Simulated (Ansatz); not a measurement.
# NbP under changes of volume

One of the cells (16.103 Å³/atom); the others are scaled copies at fixed shape and fractional positions:

```
CELL_PARAMETERS angstrom
-1.67492 1.67492 5.74011
1.67492 -1.67492 5.74011
1.67492 1.67492 -5.74011
ATOMIC_POSITIONS crystal
Nb 0.24988 0.74988 0.50000
Nb 0.49988 0.49988 0.00000
P 0.83275 0.33275 0.50000
P 0.08275 0.08275 0.00000
```

The cell is a database's computed one.

```yaml
Program: Ansatz 0.2.0
Functional: PBE
Potentials_or_basis: Ansatz PAW
Cutoff: "420 eV (not typed: the program's choice for these potentials)"
k_mesh: 11 × 11 × 11
Occupations: fermi-dirac, width 0.05 eV
Spin: no spin polarisation
```

```csv
volume (Å³/atom),energy over the lowest point (meV/atom),pressure (GPa),largest force (eV/Å)
15.137,30.84,12.0,0.040
15.459,11.65,7.2,0.031
15.781,1.68,2.8,0.023
16.103,0.00,-1.1,0.016
16.425,5.77,-4.6,0.010
16.747,18.23,-7.7,0.003
17.069,?,?,?
```

Problem. What does the run at 17.069 Å³/atom give?

Solution. Energy over the lowest point 36.70 meV/atom; pressure -10.6 GPa; largest force 0.002 eV/Å.

Worked out: A Birch-Murnaghan fit of order 3 (a polynomial in V^(-2/3)) to the other rows has its minimum at 16.01 Å³/atom with B0 = V·E''(V) = 190 GPa and B' = 4.3 at fixed shape and positions, which overstates the stiffness. It gives 36.71 meV/atom at 17.069 Å³/atom, against the run's 36.70, and -dE/dV = -10.6 GPa, against -10.6.

Energies are extrapolated to zero smearing.
